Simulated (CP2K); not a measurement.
**Sb: equation of state with PBEsol**

The system is Sb.

```
Sb
1.0
     3.35344    0.00000    0.00000
     1.67672    2.90417    0.00000
     1.67672    0.96806    2.73808
Sb
1
Direct
  0.00000 0.00000 0.00000
```

This isn't the form of Sb at room conditions, which is rhombohedral.

```yaml
Program: CP2K 2026.2
Task: equation of state
Functional: PBEsol
Potentials_or_basis: POTENTIAL_UZH Sb GTH-PBE-q5; TZVP-MOLOPT-PBE-GTH basis
Density_cutoff: 6123 eV
k_mesh: 10 × 10 × 10
Occupations: fermi-dirac, width 0.0259 eV
Spin: no spin polarisation
```

| Item | Value |
| --- | --- |
| Equilibrium volume | 27.54 Å³/atom |
| Bulk modulus | 63 GPa |
| Pressure derivative of the bulk modulus | 2.8 (rough: it moves with the points fitted) |

Energy against volume, from the lowest point:
| volume (Å³/atom) | energy (meV/atom) |
| --- | --- |
| 25.066 | 49.12 |
| 25.599 | 29.33 |
| 26.133 | 14.96 |
| 26.666 | 5.61 |
| 27.199 | 0.63 |
| 27.733 | 0.00 |
| 28.266 | 3.45 |

All runs of the series together: 100 s on 1 thread of Intel(R) Xeon(R) Platinum 8259CL CPU @ 2.50GHz (Skylake/Cascade Lake), with other jobs on the host.

Caveat: the fit is doubtful: noisy points or a state that changes with volume; the potentials were made for another functional, which shifts forces and pressure; the basis of atomic orbitals isn't converged, which shifts pressures, moduli and gaps. The run has no spin-orbit coupling, so splittings on Sb are missing.
